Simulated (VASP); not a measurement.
# MgS (I4/mmm) in VASP: further runs, part 2 of 2

VASP 6.6.1. The steps go on from the part before.

## 3. Single point, PBEsol (uniaxial strain along c, a, b and atoms relaxed: -4.0 %)

INCAR

```
PREC = Accurate
ENCUT = 520
EDIFF = 1E-6
ISMEAR = 0
SIGMA = 0.02
LREAL = F
LASPH = T
NELM = 100
ALGO = Fast
ISIF = 2
LWAVE = F
LCHARG = F
GGA = PS
NBANDS = 16
```

KPOINTS

```
Automatic mesh
0
Gamma
  6 6 6
```

POSCAR

```
MgS
1.0
    2.6155335762      2.6155335762      0.0000000000
   -2.6155335762      2.6155335762      0.0000000000
    0.0000000000      0.0000000000      4.9746693276
Mg S
2 2
Direct
    0.0000000000      0.0000000000      0.0000000000
    0.5000000000      0.5000000000      0.5000000000
    0.5000000000      0.5000000000      0.0000000000
    0.0000000000      0.0000000000      0.5000000000
```

Potentials or basis: VASP PAW PBE potentials, release 64 (Mg, S).

Launch:

```console
$ cat potpaw_PBE.64/Mg/POTCAR potpaw_PBE.64/S/POTCAR > POTCAR
$ mpirun -np 1 vasp_std > vasp.out
```

OUTCAR:

```text
PREC = Accurate
   ENCUT = 520
   EDIFF = 1E-6
   ISMEAR = 0
   LREAL = F
   LASPH = T
   NELM = 100
   ISIF = 2
   GGA = PS

 ion  position               nearest neighbor table
   1  0.000  0.000  0.000-   4 2.49   4 2.49   3 2.62   3 2.62   3 2.62   3 2.62   2 3.61   2 3.61
                             2 3.61   2 3.61   2 3.61   2 3.61   2 3.61   2 3.61
   2  0.500  0.500  0.500-   3 2.49   3 2.49   4 2.62   4 2.62   4 2.62   4 2.62   1 3.61   1 3.61
                             1 3.61   1 3.61   1 3.61   1 3.61   1 3.61   1 3.61
   3  0.500  0.500  0.000-   2 2.49   2 2.49   1 2.62   1 2.62   1 2.62   1 2.62
   4  0.000  0.000  0.500-   1 2.49   1 2.49   2 2.62   2 2.62   2 2.62   2 2.62

  LATTYP: Found a simple tetragonal cell.
 ALAT       =     3.6989230563
 C/A-ratio  =     1.3448966772

  Lattice vectors:

 A1 = (   2.6155335762,   2.6155335762,   0.0000000000)
 A2 = (  -2.6155335762,   2.6155335762,   0.0000000000)
 A3 = (   0.0000000000,   0.0000000000,   4.9746693276)

Analysis of symmetry for initial positions (statically):
=====================================================================
 Subroutine PRICEL returns following result:
[... 200 lines left out ...]
 fundamental gap:      2.5504412144
 Fermi energy:         4.1736199072

 k-point     1 :       0.0000    0.0000    0.0000
  band No.  band energies     occupation
      1      -8.9050      2.00000
      2      -6.9564      2.00000
      3      -0.4054      2.00000
      4       2.0390      2.00000
      5       2.0390      2.00000
      6       3.8224      2.00000
[... 433 lines left out ...]
      3      -0.8668      2.00000
      4      -0.8668      2.00000
      5       3.0068      2.00000
      6       3.0068      2.00000
[... 8 lines left out ...]
     15      14.6338      0.00000
     16      14.6338      0.00000

 [... further k-points ...]

------------------------ aborting loop because EDIFF is reached ----------------------------------------

  FORCE on cell =-STRESS in cart. coord.  units (eV):
  Direction    XX          YY          ZZ          XY          YZ          ZX
  --------------------------------------------------------------------------------------
  -------------------------------------------------------------------------------------
  Total       -0.0757771     -0.0757771      2.7984690      0.0000000      0.0000000      0.0000000
  in kB       -1.7837490     -1.7837490     65.8743389      0.0000000      0.0000000      0.0000000
  external PRESSURE =      20.7689470 kB  Pullay stress =       0.0000000 kB

 VOLUME and BASIS-vectors are now :
 -----------------------------------------------------------------------------
  energy-cutoff  :      520.00
  volume of cell :       68.06
      direct lattice vectors                 reciprocal lattice vectors
     2.615533576  2.615533576  0.000000000     0.191165583  0.191165583  0.000000000
    -2.615533576  2.615533576  0.000000000    -0.191165583  0.191165583  0.000000000
     0.000000000  0.000000000  4.974669328     0.000000000  0.000000000  0.201018386

 POSITION                                       TOTAL-FORCE (eV/Angst)
 -----------------------------------------------------------------------------------
      0.00000      0.00000      0.00000        -0.000000      0.000000     -0.000000
      0.00000      2.61553      2.48733        -0.000000      0.000000      0.000000
      0.00000      2.61553      0.00000         0.000000      0.000000     -0.000000
      0.00000      0.00000      2.48733         0.000000     -0.000000     -0.000000
 -----------------------------------------------------------------------------------
    total drift:                               -0.000000      0.000000     -0.000000

  FREE ENERGIE OF THE ION-ELECTRON SYSTEM (eV)
  ---------------------------------------------------
  free  energy   TOTEN  =       -18.0950550435 eV

  energy  without entropy=      -18.0950550435  energy(sigma->0) =      -18.09505504
```

OSZICAR:

```text
N       E                     dE             d eps       ncg     rms          rms(c)
DAV:   1     0.547521796579E+02    0.54752E+02   -0.64278E+03  1304   0.832E+02
DAV:   2    -0.144722104900E+02   -0.69224E+02   -0.61789E+02  1872   0.137E+02
DAV:   3    -0.187838826768E+02   -0.43117E+01   -0.42929E+01  1728   0.370E+01
DAV:   4    -0.188235549007E+02   -0.39672E-01   -0.39668E-01  1560   0.437E+00
DAV:   5    -0.188241197402E+02   -0.56484E-03   -0.56483E-03  1704   0.523E-01    0.606E+00
RMM:   6    -0.181796431316E+02    0.64448E+00   -0.81901E-01  1284   0.369E+00    0.457E+00
RMM:   7    -0.181017374627E+02    0.77906E-01   -0.44904E-01  1298   0.288E+00    0.263E+00
RMM:   8    -0.180980049248E+02    0.37325E-02   -0.51362E-02  1317   0.119E+00    0.744E-01
RMM:   9    -0.180949351389E+02    0.30698E-02   -0.86067E-03  1461   0.476E-01    0.122E-01
RMM:  10    -0.180951871675E+02   -0.25203E-03   -0.23588E-03  1485   0.263E-01    0.198E-01
RMM:  11    -0.180950665021E+02    0.12067E-03   -0.28382E-04  1477   0.108E-01    0.596E-02
RMM:  12    -0.180950605983E+02    0.59038E-05   -0.46093E-05  1570   0.468E-02    0.345E-02
RMM:  13    -0.180950561819E+02    0.44164E-05   -0.16260E-05  1478   0.239E-02    0.305E-02
RMM:  14    -0.180950549804E+02    0.12015E-05   -0.44314E-06  1370   0.128E-02    0.121E-02
RMM:  15    -0.180950550435E+02   -0.63113E-07   -0.47897E-07   860   0.484E-03
   1 F= -.18095055E+02 E0= -.18095055E+02  d E =-.738643E-18
```

Run time: 22 s. Hardware: 1 thread of AMD EPYC 9R45 (Zen 5), shared host; peak memory 0.16 GiB.

What came out:

- Free energy: -18.0951 eV
- Pressure: 2.1 GPa
- Band gap on the k mesh: 2.55 eV

Levels at points of the mesh, in eV from the valence-band top:
| k point | band 4 | band 5 | band 6 | band 7 | band 8 | band 9 | band 10 | band 11 | band 12 | band 13 |
| --- | --- | --- | --- | --- | --- | --- | --- | --- | --- | --- |
| (0.00, 0.00, 0.00) | -2.02 | -2.02 | -0.24 | 0.00 | 0.00 | 2.55 | 3.79 | 3.94 | 7.60 | 7.60 |
| (0.50, 0.00, 0.00) | -3.75 | -2.62 | -2.62 | -0.85 | -0.85 | 5.37 | 5.37 | 7.74 | 7.74 | 7.88 |
| (0.50, 0.50, 0.00) | -4.54 | -2.00 | -2.00 | -1.56 | -1.56 | 2.81 | 2.81 | 4.14 | 4.14 | 11.95 |
| (0.00, 0.00, 0.50) | -2.84 | -1.19 | -1.19 | -1.19 | -1.19 | 5.12 | 5.12 | 5.33 | 5.33 | 8.52 |
| (0.50, 0.00, 0.50) | -5.16 | -0.79 | -0.79 | -0.65 | -0.65 | 4.34 | 4.34 | 6.52 | 6.52 | 7.14 |
| (0.50, 0.50, 0.50) | -3.44 | -3.44 | -3.44 | -2.80 | -2.80 | 5.58 | 5.58 | 8.08 | 8.08 | 8.08 |

Caveat: the PAW data sets were made with another functional, which shifts forces and pressure a little. A k mesh can miss the band edges.

## 4. Single point, PBEsol (uniaxial strain along c, a, b and atoms relaxed: -4.0 %)

INCAR

```
SYSTEM = MgS
PREC = Accurate ; ENCUT = 520
EDIFF = 1E-6 ; ISMEAR = 0
SIGMA = 0.02 ; LREAL = .FALSE.
LASPH = .TRUE. ; NELM = 100
ALGO = Normal ; ISIF = 2
LWAVE = .FALSE. ; LCHARG = .FALSE.
GGA = PS ; NBANDS = 16
```

KPOINTS

```
regular mesh
0
G
  6 6 6
  0 0 0
```

Changes to POSCAR since step 3:

```diff
@@ -2,4 +2,4 @@
 1.0
-    2.6155335762      2.6155335762      0.0000000000
-   -2.6155335762      2.6155335762      0.0000000000
+    2.6168833442      2.6168833442      0.0000000000
+   -2.6168833442      2.6168833442      0.0000000000
     0.0000000000      0.0000000000      4.9746693276
```

Launch:

```console
$ cat potpaw_PBE.64/Mg/POTCAR potpaw_PBE.64/S/POTCAR > POTCAR
$ mpirun -np 1 vasp_std > vasp.out
```

It took 18 s on 1 thread of AMD EPYC 9R45 (Zen 5), shared host; peak memory 0.17 GiB.

The run converged. Its results:

| Property | Result |
| --- | --- |
| Free energy | -18.0950 eV |
| Pressure | 2.0 GPa |
| Band gap on the k mesh | 2.55 eV |

Stress tensor (GPa, compression positive):
```
-0.28  0.00  0.00
 0.00 -0.28  0.00
 0.00  0.00  6.52
```

Levels at points of the mesh, in eV from the valence-band top:
```csv
k point,band 4,band 5,band 6,band 7,band 8,band 9,band 10,band 11,band 12,band 13
"(0.00, 0.00, 0.00)",-2.02,-2.02,-0.24,0.00,0.00,2.55,3.78,3.94,7.59,7.59
"(0.50, 0.00, 0.00)",-3.75,-2.62,-2.62,-0.85,-0.85,5.37,5.37,7.73,7.73,7.88
"(0.50, 0.50, 0.00)",-4.54,-2.00,-2.00,-1.56,-1.56,2.81,2.81,4.14,4.14,11.94
"(0.00, 0.00, 0.50)",-2.84,-1.18,-1.18,-1.18,-1.18,5.12,5.12,5.33,5.33,8.52
"(0.50, 0.00, 0.50)",-5.15,-0.79,-0.79,-0.65,-0.65,4.34,4.34,6.51,6.51,7.15
"(0.50, 0.50, 0.50)",-3.43,-3.43,-3.43,-2.80,-2.80,5.57,5.57,8.08,8.08,8.08
```

Caveat: the PAW data sets were made with another functional, which shifts forces and pressure a little. A k mesh can miss the band edges.
